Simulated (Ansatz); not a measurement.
Wanted: the native input for an Ansatz 0.2.0 run.

* Task: single point
* Functional: RPBE
* Potentials or basis: all-electron LAPW, scalar-relativistic
* Cutoff: 246 eV (chosen from the basis error)
* Basis error allowed: 0.001 eV/atom
* k mesh: 8 × 8 × 8
* Occupations: gaussian, width 0.05 eV
* Spin: no spin polarisation

CdS (Hawleyite):

```xyz
2
Lattice="0.0000 2.9165 2.9165 2.9165 0.0000 2.9165 2.9165 2.9165 0.0000" Properties=species:S:1:pos:R:3 pbc="T T T"
Cd    0.0000    0.0000    0.0000
S     4.3748    4.3748    4.3748
```

These files were run (other wordings do the same):

input.yaml

```yaml
crystal:
  lattice:
    - [0.0, 2.9165, 2.9165]
    - [2.9165, 0.0, 2.9165]
    - [2.9165, 2.9165, 0.0]
  atoms:
    - { symbol: Cd, position: [0.0, 0.0, 0.0] }
    - { symbol: S, position: [0.75, 0.75, 0.75] }
kpoints:
  mp_grid: { grid: [8, 8, 8] }
scf:
  occupations: { method: gaussian, width: 0.05 }
hamiltonian:
  xc: rpbe
  pseudopotentials: { kind: all_electron, lapw: { basis_error: 0.001 } }
output:
  forces: true
  stress: true
  eigenvalues: true
```

Potentials or basis: all-electron LAPW, scalar-relativistic.

Launch:

```bash
$ ansatz run input.yaml --threads 1 --pin off --max-ram 3072MiB --backend cpu --events-out ev --progress --plain --runs-dir out
```

It gave:

- Pressure: 5.1 GPa
- Band gap on the k mesh: 1.33 eV, direct

Run time: 12 s on 1 thread of Intel(R) Xeon(R) Platinum 8375C CPU @ 2.90GHz (Ice Lake) (shared host), peak memory 0.3 GiB.
